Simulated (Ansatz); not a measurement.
Crystal: InSe.

```
CELL_PARAMETERS angstrom
2.00000 1.15470 8.44000
-2.00000 1.15470 8.44000
0.00000 -2.30940 8.44000
ATOMIC_POSITIONS crystal
In 0.88860 0.88860 0.88860
In 0.00000 0.00000 0.00000
Se 0.17190 0.17190 0.17190
Se 0.38350 0.38350 0.38350
```

- Program: Ansatz 0.2.0
- Task: relaxation of cell and atoms
- Functional: PBEsol
- Dispersion: D3(BJ)
- Potentials or basis: Ansatz PAW
- Cutoff: 420 eV (not typed: the program's choice for these potentials)
- k mesh: 8 × 8 × 8
- Occupations: fermi-dirac, width 0.05 eV
- Spin: no spin polarisation

At the start: volume 29.24 Å³/atom.

Problem. How do energy, volume and symmetry change on relaxing?

Solution. It ends after 6 steps and the volume is 27.38 Å³/atom (-6.3 %); space group R3m (No. 160, to 0.05 Å).

Step by step:
```tsv
step	energy change (eV)	largest force (eV/Å)	volume (Å³)
1	0.0000	0.2895	116.95
2	-0.0417	0.0816	111.79
3	-0.0486	0.0728	108.60
4	-0.0500	0.0208	109.32
5	-0.0500	0.0007	109.54
6	-0.0487	0.0006	109.54
```

Final structure:
```cif
data_structure
_symmetry_space_group_name_H-M 'P 1'
_symmetry_Int_Tables_number 1
_cell_length_a 8.3788
_cell_length_b 8.3788
_cell_length_c 8.3788
_cell_angle_alpha 27.346
_cell_angle_beta 27.346
_cell_angle_gamma 27.346
_cell_volume 109.54
loop_
_atom_site_label
_atom_site_type_symbol
_atom_site_fract_x
_atom_site_fract_y
_atom_site_fract_z
_atom_site_occupancy
In1 In 0.88747 0.88747 0.88747 1
In2 In 0.00115 0.00115 0.00115 1
Se1 Se 0.16759 0.16759 0.16759 1
Se2 Se 0.38779 0.38779 0.38779 1
```

Caveat: the plane-wave basis is chosen anew once the cell has moved, so the energies of steps on either side of that aren't comparable; the PAW data sets come from PBE, with cores solved anew for the run's functional, which leaves a small shift of forces and pressure.
